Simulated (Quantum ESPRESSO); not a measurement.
Crystal: MgO.

```xyz
2
Lattice="0.0000 2.0970 2.0970 2.0970 0.0000 2.0970 2.0970 2.0970 0.0000" Properties=species:S:1:pos:R:3 pbc="T T T"
Mg    0.0000    0.0000    0.0000
O     2.0970    2.0970    2.0970
```

The cell is a database's computed one.

Program: Quantum ESPRESSO 7.5. Alike in all runs: task dielectric tensor; level PBEsol; potentials or basis PseudoDojo 0.4.1 SR PBEsol standard; no spin polarisation; cell as given; cutoff (eV) 1143; smearing fermi-dirac 0.05 eV. Hardware: 1 thread of Arm Neoverse V2, on a shared host.

Question: Order these runs on this cell by their wall time, lowest first.
A. k mesh 12 × 12 × 12; mesh quality not flagged
B. k mesh 4 × 4 × 4; mesh quality coarse
C. k mesh 8 × 8 × 8; mesh quality not flagged

Answer: B (19 s), C (66 s), A (160 s).

Caveats: some runs use coarse meshes; on a mesh that holds Γ this program's dielectric tensor can be off by some percent beyond the error of the mesh.
